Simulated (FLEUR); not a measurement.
Here is a FLEUR MaX-R8.1 (later development tree) calculation.

inp.xml

```xml
<?xml version="1.0" encoding="UTF-8" standalone="no"?>
<fleurInput fleurInputVersion="0.39">
   <comment>
      LiF                                                                                                 
   </comment>
   <calculationSetup>
      <cutoffs Kmax="4.1" Gmax="12.7" GmaxXC="12.7" numbands="0"/>
      <scfLoop itmax="80" minDistance="0.0001" maxIterBroyd="30" imix="Anderson" alpha="0.05" precondParam="0.0" spinf="2.0" sdNocoIR="T"/>
      <coreElectrons ctail="F" frcor="F" kcrel="0" coretail_lmax="0"/>
      <xcFunctional name="LibXC" relativisticCorrections="F">
         <LibXCName exchange="mgga_x_r2scan" correlation="mgga_c_r2scan"/>
         <AuxGGA exchange="117" correlation="130"/>
      </xcFunctional>
      <magnetism jspins="1"/>
      <soc l_soc="F" theta="0.0" phi="0.0" spav="F"/>
      <expertModes spex="0" secvar="F"/>
      <geometryOptimization l_f="F" forcealpha="1.0" forcemix="BFGS" epsdisp="0.00001" epsforce="0.00001"/>
      <ldaU l_linMix="F" mixParam="0.05" spinf="1.0"/>
   </calculationSetup>
   <cell>
      <bzIntegration valenceElectrons="10.0" mode="hist" fermiSmearingEnergy="0.00183747">
         <kPointListSelection listName="default-1"/>
         <!-- k-points included here -->
         <xi:include xmlns:xi="http://www.w3.org/2001/XInclude" href="kpts.xml"> </xi:include>
      </bzIntegration>
      <!-- symmetry operations included here -->
      <xi:include xmlns:xi="http://www.w3.org/2001/XInclude" href="sym.xml"> </xi:include>
      <bulkLattice scale="1.0">
         <bravaisMatrix>
            <row-1>    0.0000000000000000     3.8059084149443994     3.8059084149443994</row-1>
            <row-2>    3.8059084149443994     0.0000000000000000     3.8059084149443994</row-2>
            <row-3>    3.8059084149443994     3.8059084149443994     0.0000000000000000</row-3>
         </bravaisMatrix>
      </bulkLattice>
   </cell>
   <atomSpecies>
      <species name="Fluorine (F)" element="F" atomicNumber="9">
         <mtSphere radius="1.76" gridPoints="583" logIncrement="0.019"/>
         <atomicCutoffs lmax="8" lnonsphr="8"/>
         <electronConfig flipSpins="F">
            <coreConfig>(1s1/2)</coreConfig>
            <valenceConfig>(2s1/2) (2p1/2) (2p3/2)</valenceConfig>
            <stateOccupation state="(2p1/2)" spinUp="0.833333" spinDown="0.833333"/>
            <stateOccupation state="(2p3/2)" spinUp="1.666667" spinDown="1.666667"/>
         </electronConfig>
         <energyParameters s="2" p="2" d="3" f="4"/>
         <lo type="SCLO" l="0" n="2" eDeriv="2"/>
         <lo type="SCLO" l="1" n="2" eDeriv="2"/>
         <lo type="SCLO" l="2" n="3" eDeriv="2"/>
      </species>
      <species name="Lithium (Li)" element="Li" atomicNumber="3">
         <mtSphere radius="1.76" gridPoints="583" logIncrement="0.017"/>
         <atomicCutoffs lmax="8" lnonsphr="8"/>
         <electronConfig flipSpins="F">
            <coreConfig></coreConfig>
            <valenceConfig>(1s1/2) (2s1/2)</valenceConfig>
            <stateOccupation state="(2s1/2)" spinUp="0.500000" spinDown="0.500000"/>
         </electronConfig>
         <energyParameters s="2" p="2" d="3" f="4"/>
         <lo type="SCLO" l="0" n="1" eDeriv="0"/>
         <lo type="SCLO" l="1" n="2" eDeriv="2"/>
         <lo type="SCLO" l="2" n="3" eDeriv="2"/>
      </species>
   </atomSpecies>
   <atomGroups>
      <atomGroup species="Fluorine (F)">
         <relPos label="                   1">1.000/2.000 1.000/2.000 1.000/2.000</relPos>
         <force calculate="T" relaxXYZ="TTT"/>
      </atomGroup>
      <atomGroup species="Lithium (Li)">
         <relPos label="                   2">.0000000000 .0000000000 .0000000000</relPos>
         <force calculate="T" relaxXYZ="TTT"/>
      </atomGroup>
   </atomGroups>
   <output dos="F" band="F" slice="F">
      <checks vchk="F" cdinf="F"/>
      <bandDOS minEnergy="-.5*Htr" maxEnergy="0.5*Htr" sigma="0.015" storeEVData="T"/>
      <vacuumDOS vacdos="F" integ="F" star="F" nstars="0" locx1="0.0" locy1="0.0" locx2="0.0" locy2="0.0" nstm="0" tworkf="0.0"/>
      <unfoldingBand unfoldBand="F" supercellX="1" supercellY="1" supercellZ="1"/>
      <plotting iplot="0" polar="F">
         <plot TwoD="T" vec1="  1.0  0.0  0.0" vec2="  0.0  1.0  0.0" vec3="  0.0  0.0  1.0" zero="  0.0  0.0  0.0" file="plot"/>
      </plotting>
      <chargeDensitySlicing numkpt="0" minEigenval="0.0" maxEigenval="0.0" nnne="0" pallst="F"/>
      <specialOutput eonly="F"/>
      <moessbauerParams electricFieldGradient="T" isomerShift="T" coreHyperfine="T" valenceHyperfine="T"/>
      <magneticCircularDichroism mcd="F" energyLo="-10.0" energyUp="0.0"/>
   </output>
  <!-- We include the file relax.xml here to enable relaxations (see documentation) -->
  <xi:include xmlns:xi="http://www.w3.org/2001/XInclude" href="relax.xml"> <xi:fallback/> </xi:include>
</fleurInput>
```

File crystal.txt:

```
LiF
&input cartesian=F /
0.0000000000  2.0140000000  2.0140000000
2.0140000000  0.0000000000  2.0140000000
2.0140000000  2.0140000000  0.0000000000
1.8897261246
1.0 1.0 1.0

2
9 0.5000000000  0.5000000000  0.5000000000
3 0.0000000000  0.0000000000  0.0000000000

&kpt div1=11 div2=11 div3=11 gamma=T /
```

inp.xml (bands)

```
<?xml version="1.0" encoding="UTF-8" standalone="no"?>
<fleurInput fleurInputVersion="0.39">
   <comment>
      LiF                                                                                                 
   </comment>
   <calculationSetup>
      <cutoffs Kmax="4.1" Gmax="12.7" GmaxXC="12.7" numbands="0"/>
      <scfLoop itmax="80" minDistance="0.0001" maxIterBroyd="30" imix="Anderson" alpha="0.05" precondParam="0.0" spinf="2.0" sdNocoIR="T"/>
      <coreElectrons ctail="F" frcor="F" kcrel="0" coretail_lmax="0"/>
      <xcFunctional name="LibXC" relativisticCorrections="F">
         <LibXCName exchange="mgga_x_r2scan" correlation="mgga_c_r2scan"/>
         <AuxGGA exchange="117" correlation="130"/>
      </xcFunctional>
      <magnetism jspins="1"/>
      <soc l_soc="F" theta="0.0" phi="0.0" spav="F"/>
      <expertModes spex="0" secvar="F"/>
      <geometryOptimization l_f="F" forcealpha="1.0" forcemix="BFGS" epsdisp="0.00001" epsforce="0.00001"/>
      <ldaU l_linMix="F" mixParam="0.05" spinf="1.0"/>
   </calculationSetup>
   <cell>
      <bzIntegration valenceElectrons="10.0" mode="hist" fermiSmearingEnergy="0.00183747">
         <kPointListSelection listName="path-1"/>
         <!-- k-points included here -->
         <xi:include xmlns:xi="http://www.w3.org/2001/XInclude" href="kpts.xml"> </xi:include>
      </bzIntegration>
      <!-- symmetry operations included here -->
      <xi:include xmlns:xi="http://www.w3.org/2001/XInclude" href="sym.xml"> </xi:include>
      <bulkLattice scale="1.0">
         <bravaisMatrix>
            <row-1>    0.0000000000000000     3.8059084149443994     3.8059084149443994</row-1>
            <row-2>    3.8059084149443994     0.0000000000000000     3.8059084149443994</row-2>
            <row-3>    3.8059084149443994     3.8059084149443994     0.0000000000000000</row-3>
         </bravaisMatrix>
      </bulkLattice>
   </cell>
   <atomSpecies>
      <species name="Fluorine (F)" element="F" atomicNumber="9">
         <mtSphere radius="1.76" gridPoints="583" logIncrement="0.019"/>
         <atomicCutoffs lmax="8" lnonsphr="8"/>
         <electronConfig flipSpins="F">
            <coreConfig>(1s1/2)</coreConfig>
            <valenceConfig>(2s1/2) (2p1/2) (2p3/2)</valenceConfig>
            <stateOccupation state="(2p1/2)" spinUp="0.833333" spinDown="0.833333"/>
            <stateOccupation state="(2p3/2)" spinUp="1.666667" spinDown="1.666667"/>
         </electronConfig>
         <energyParameters s="2" p="2" d="3" f="4"/>
         <lo type="SCLO" l="0" n="2" eDeriv="2"/>
         <lo type="SCLO" l="1" n="2" eDeriv="2"/>
         <lo type="SCLO" l="2" n="3" eDeriv="2"/>
      </species>
      <species name="Lithium (Li)" element="Li" atomicNumber="3">
         <mtSphere radius="1.76" gridPoints="583" logIncrement="0.017"/>
         <atomicCutoffs lmax="8" lnonsphr="8"/>
         <electronConfig flipSpins="F">
            <coreConfig></coreConfig>
            <valenceConfig>(1s1/2) (2s1/2)</valenceConfig>
            <stateOccupation state="(2s1/2)" spinUp="0.500000" spinDown="0.500000"/>
         </electronConfig>
         <energyParameters s="2" p="2" d="3" f="4"/>
         <lo type="SCLO" l="0" n="1" eDeriv="0"/>
         <lo type="SCLO" l="1" n="2" eDeriv="2"/>
         <lo type="SCLO" l="2" n="3" eDeriv="2"/>
      </species>
   </atomSpecies>
   <atomGroups>
      <atomGroup species="Fluorine (F)">
         <relPos label="                   1">1.000/2.000 1.000/2.000 1.000/2.000</relPos>
         <force calculate="T" relaxXYZ="TTT"/>
      </atomGroup>
      <atomGroup species="Lithium (Li)">
         <relPos label="                   2">.0000000000 .0000000000 .0000000000</relPos>
         <force calculate="T" relaxXYZ="TTT"/>
      </atomGroup>
   </atomGroups>
   <output dos="F" band="T" slice="F">
      <checks vchk="F" cdinf="F"/>
      <bandDOS minEnergy="-.5*Htr" maxEnergy="0.5*Htr" sigma="0.015" storeEVData="T"/>
      <vacuumDOS vacdos="F" integ="F" star="F" nstars="0" locx1="0.0" locy1="0.0" locx2="0.0" locy2="0.0" nstm="0" tworkf="0.0"/>
      <unfoldingBand unfoldBand="F" supercellX="1" supercellY="1" supercellZ="1"/>
      <plotting iplot="0" polar="F">
         <plot TwoD="T" vec1="  1.0  0.0  0.0" vec2="  0.0  1.0  0.0" vec3="  0.0  0.0  1.0" zero="  0.0  0.0  0.0" file="plot"/>
      </plotting>
      <chargeDensitySlicing numkpt="0" minEigenval="0.0" maxEigenval="0.0" nnne="0" pallst="F"/>
      <specialOutput eonly="F"/>
      <moessbauerParams electricFieldGradient="T" isomerShift="T" coreHyperfine="T" valenceHyperfine="T"/>
      <magneticCircularDichroism mcd="F" energyLo="-10.0" energyUp="0.0"/>
   </output>
  <!-- We include the file relax.xml here to enable relaxations (see documentation) -->
  <xi:include xmlns:xi="http://www.w3.org/2001/XInclude" href="relax.xml"> <xi:fallback/> </xi:include>
</fleurInput>
```

Potentials or basis: all-electron, FLAPW.

Launch:

```bash
$ inpgen -f crystal.txt -profile fastHighL
$ # inp.xml edited to the form shown
$ fleur_MPI
$ fleur_MPI   # second run, on inp.xml (bands)
```

**Question.** Estimate the band gap along the path.

**Answer.** 10.06 eV, direct.

**Question.** Predict the band gap on the k mesh.

**Answer.** 10.06 eV, direct.

Core levels (eV from the Fermi level):
```tsv
atom	levels
1 F	1s1/2 -650.4
```

Caveat: the meta-GGA is that of a development version, with a GGA for the radial functions and cores and without core tails. r2SCAN opens gaps a little over a GGA but as a rule still falls short of measured ones.
